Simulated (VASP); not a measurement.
WS2 (Tungstenite):

```xyz
6
Lattice="3.1800 0.0000 0.0000 -1.5900 2.7540 0.0000 0.0000 0.0000 12.5000" Properties=species:S:1:pos:R:3 pbc="T T T"
W     1.5900    0.9180    9.3750
W     0.0000    1.8360    3.1250
S     1.5900    0.9180    4.6875
S     0.0000    1.8360   10.9375
S     1.5900    0.9180    1.5625
S     0.0000    1.8360    7.8125
```

Base run:

```yaml
Program: VASP 6.6.1
Functional: r2SCAN
Potentials_or_basis: VASP PAW PBE potentials, release 64 (W_sv, S)
Cutoff: 520 eV
k_mesh: 10 × 10 × 4
Occupations: gaussian, width 0.02 eV
Spin: no spin polarisation
```

Its results: band gap on the k mesh 1.24 eV, indirect (least direct gap 2.21 eV).

Q: The run is repeated on the same cell with these changes: functional from r2SCAN to PBE. What comes out?

A: Band gap on the k mesh 1.14 eV, indirect (least direct gap 2.09 eV).

r2SCAN gives the wider gap, since meta-GGAs in the generalised Kohn-Sham scheme recover part of the derivative discontinuity.

Caveats: spin-orbit coupling is left out, which moves the levels of the heavy elements.

A k mesh can miss the band edges.
